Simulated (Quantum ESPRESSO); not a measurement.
Input of a Quantum ESPRESSO 7.5 run:

pw.in

```
&CONTROL
  calculation = 'scf'
  prefix = 'pwscf'
  outdir = './tmp'
  pseudo_dir = './pseudo'
  tprnfor = .true.
  tstress = .true.
  disk_io = 'low'
/
&SYSTEM
  ibrav = 0
  nat = 1
  ntyp = 1
  ecutwfc = 70
  nbnd = 10
  input_dft = 'r2scan'
  occupations = 'smearing'
  smearing = 'fd'
  degauss = 0.00367493
  nosym = .true.
/
&ELECTRONS
  conv_thr = 1d-08
  electron_maxstep = 120
  mixing_beta = 0.5
/
ATOMIC_SPECIES
K     39.0983 K_ONCV_PBE-1.2.upf
CELL_PARAMETERS angstrom
  -2.6975585167    2.6975585167    2.6975585167
   2.6975585167   -2.6975585167    2.6975585167
   2.6975585167    2.6975585167   -2.6975585167
ATOMIC_POSITIONS angstrom
K      0.0000000000    0.0000000000    0.0000000000
K_POINTS automatic
5 5 5 0 0 0
```

The input bands.in:

```
&CONTROL
  calculation = 'bands'
  prefix = 'pwscf'
  outdir = './tmp'
  pseudo_dir = './pseudo'
  disk_io = 'low'
  verbosity = 'high'
/
&SYSTEM
  ibrav = 0
  nat = 1
  ntyp = 1
  ecutwfc = 70
  nbnd = 10
  input_dft = 'r2scan'
  occupations = 'smearing'
  smearing = 'fd'
  degauss = 0.00367493
  nosym = .true.
/
&ELECTRONS
  conv_thr = 1d-08
  electron_maxstep = 120
  mixing_beta = 0.5
  diago_full_acc = .true.
  startingwfc = 'random'
/
ATOMIC_SPECIES
K     39.0983 K_ONCV_PBE-1.2.upf
CELL_PARAMETERS angstrom
  -2.6975585167    2.6975585167    2.6975585167
   2.6975585167   -2.6975585167    2.6975585167
   2.6975585167    2.6975585167   -2.6975585167
ATOMIC_POSITIONS angstrom
K      0.0000000000    0.0000000000    0.0000000000
K_POINTS crystal
60
 0.0000000000  0.0000000000  0.0000000000 1
 0.0416666667 -0.0416666667  0.0416666667 1
 0.0833333333 -0.0833333333  0.0833333333 1
 0.1250000000 -0.1250000000  0.1250000000 1
 0.1666666667 -0.1666666667  0.1666666667 1
 0.2083333333 -0.2083333333  0.2083333333 1
 0.2500000000 -0.2500000000  0.2500000000 1
 0.2916666667 -0.2916666667  0.2916666667 1
 0.3333333333 -0.3333333333  0.3333333333 1
 0.3750000000 -0.3750000000  0.3750000000 1
 0.4166666667 -0.4166666667  0.4166666667 1
 0.4583333333 -0.4583333333  0.4583333333 1
 0.5000000000 -0.5000000000  0.5000000000 1
 0.4375000000 -0.4375000000  0.5000000000 1
 0.3750000000 -0.3750000000  0.5000000000 1
 0.3125000000 -0.3125000000  0.5000000000 1
 0.2500000000 -0.2500000000  0.5000000000 1
 0.1875000000 -0.1875000000  0.5000000000 1
 0.1250000000 -0.1250000000  0.5000000000 1
 0.0625000000 -0.0625000000  0.5000000000 1
 0.0000000000  0.0000000000  0.5000000000 1
 0.0000000000  0.0000000000  0.4444444444 1
 0.0000000000  0.0000000000  0.3888888889 1
 0.0000000000  0.0000000000  0.3333333333 1
 0.0000000000  0.0000000000  0.2777777778 1
 0.0000000000  0.0000000000  0.2222222222 1
 0.0000000000  0.0000000000  0.1666666667 1
 0.0000000000  0.0000000000  0.1111111111 1
 0.0000000000  0.0000000000  0.0555555556 1
 0.0000000000  0.0000000000  0.0000000000 1
 0.0227272727  0.0227272727  0.0227272727 1
 0.0454545455  0.0454545455  0.0454545455 1
 0.0681818182  0.0681818182  0.0681818182 1
 0.0909090909  0.0909090909  0.0909090909 1
 0.1136363636  0.1136363636  0.1136363636 1
 0.1363636364  0.1363636364  0.1363636364 1
 0.1590909091  0.1590909091  0.1590909091 1
 0.1818181818  0.1818181818  0.1818181818 1
 0.2045454545  0.2045454545  0.2045454545 1
 0.2272727273  0.2272727273  0.2272727273 1
 0.2500000000  0.2500000000  0.2500000000 1
 0.2708333333  0.1875000000  0.2708333333 1
 0.2916666667  0.1250000000  0.2916666667 1
 0.3125000000  0.0625000000  0.3125000000 1
 0.3333333333  0.0000000000  0.3333333333 1
 0.3541666667 -0.0625000000  0.3541666667 1
 0.3750000000 -0.1250000000  0.3750000000 1
 0.3958333333 -0.1875000000  0.3958333333 1
 0.4166666667 -0.2500000000  0.4166666667 1
 0.4375000000 -0.3125000000  0.4375000000 1
 0.4583333333 -0.3750000000  0.4583333333 1
 0.4791666667 -0.4375000000  0.4791666667 1
 0.5000000000 -0.5000000000  0.5000000000 1
 0.2500000000  0.2500000000  0.2500000000 1
 0.2083333333  0.2083333333  0.2916666667 1
 0.1666666667  0.1666666667  0.3333333333 1
 0.1250000000  0.1250000000  0.3750000000 1
 0.0833333333  0.0833333333  0.4166666667 1
 0.0416666667  0.0416666667  0.4583333333 1
 0.0000000000  0.0000000000  0.5000000000 1
```

Potentials or basis: SG15 PBE 1.2.

Command:

```console
$ OMP_NUM_THREADS=1 mpirun -n 2 pw.x -nk 2 -in pw.in > pw.out
$ OMP_NUM_THREADS=1 mpirun -n 2 pw.x -nk 2 -in bands.in > bands.out
```

Problem. Estimate the band gap on the k mesh.

Solution. None (metal or under the smearing width).

Problem. Predict the pressure.

Solution. -0.1 GPa.

Levels at the corners of the path, in eV from the Fermi level:
```tsv
point	band 2	band 3	band 4	band 5	band 6	band 7
Γ	-16.35	-16.35	-16.35	-2.26	4.74	4.74
H	-16.39	-16.39	-16.39	1.81	1.81	3.55
N	-16.41	-16.37	-16.35	0.53	0.57	3.49
Γ	-16.35	-16.35	-16.35	-2.26	4.74	4.74
P	-16.38	-16.38	-16.38	1.49	1.49	1.49
H	-16.39	-16.39	-16.39	1.81	1.81	3.55
P	-16.38	-16.38	-16.38	1.49	1.49	1.49
N	-16.41	-16.37	-16.35	0.53	0.57	3.49
```

Caveat: the k mesh is coarse; the potentials were made for another functional, which shifts forces and pressure; some levels on the path didn't converge.
